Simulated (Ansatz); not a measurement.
Relax this structure to zero stress and force, keeping its symmetry:

```
Li Br
1.0
     0.00000    2.75065    2.75065
     2.75065    0.00000    2.75065
     2.75065    2.75065    0.00000
Li Br
1 1
Direct
  0.00000 0.00000 0.00000
  0.50000 0.50000 0.50000
```

Method: Ansatz 0.2.0, DFT PBE, scalar-relativistic, plane waves, PAW.

Settings: cutoff 420 eV, Γ-centred mesh 8×8×8 on the computed 2-atom cell, Gaussian smearing of 0.02 eV; no spin polarisation.

What does it relax to?

The volume rises by 0.11 Å³/atom to 20.92 Å³/atom, and the energy changes by under 0.1 meV/atom. Final structure:
```
Li Br
1.0
     0.00000    2.75540    2.75540
     2.75540    0.00000    2.75540
     2.75540    2.75540    0.00000
Li Br
1 1
Direct
  0.00000 0.00000 0.00000
  0.50000 0.50000 0.50000
```